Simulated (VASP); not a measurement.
KCl: single point with PBE

Crystal: KCl.

```xyz
2
Lattice="3.8392 0.0000 0.0000 0.0000 3.8392 0.0000 0.0000 0.0000 3.8392" Properties=species:S:1:pos:R:3 pbc="T T T"
K     0.0000    0.0000    0.0000
Cl    1.9196    1.9196    1.9196
```

Measurements of this composition are mostly on another form, of space group No. 225.

```
Program                : VASP 6.6.1
Task                   : single point
Functional             : PBE
Potentials or basis    : VASP PAW PBE potentials, release 64 (K_sv, Cl)
Cutoff                 : 520 eV
k mesh                 : 4 × 4 × 4
Occupations            : gaussian, width 0.1 eV
Spin                   : no spin polarisation
Dipole correction      : no
Further INCAR settings : ALGO = Fast; EDIFF = 1e-06; NBANDS = 15
```

```json
{
 "Pressure": "0.0 GPa",
 "Band gap on the k mesh": "4.79 eV, indirect (least direct gap 5.00 eV)"
}
```

Levels at points of the mesh, in eV from the valence-band top:
| k point | band 6 | band 7 | band 8 | band 9 | band 10 | band 11 |
| --- | --- | --- | --- | --- | --- | --- |
| (0.00, 0.00, 0.00) | -0.20 | -0.20 | -0.20 | 4.79 | 6.57 | 6.57 |
| (0.50, 0.00, 0.00) | -1.76 | -0.21 | -0.21 | 7.70 | 7.91 | 8.24 |
| (0.50, 0.50, 0.00) | -1.19 | -1.19 | 0.00 | 6.18 | 7.28 | 8.94 |
| (0.50, 0.50, 0.50) | -1.31 | -1.31 | -1.31 | 8.80 | 8.80 | 8.80 |

It took 6.6 s on 1 thread of Intel(R) Xeon(R) 6975P-C (Granite Rapids), with other jobs on the host, peak memory 0.15 GiB.

A k mesh can miss the band edges.
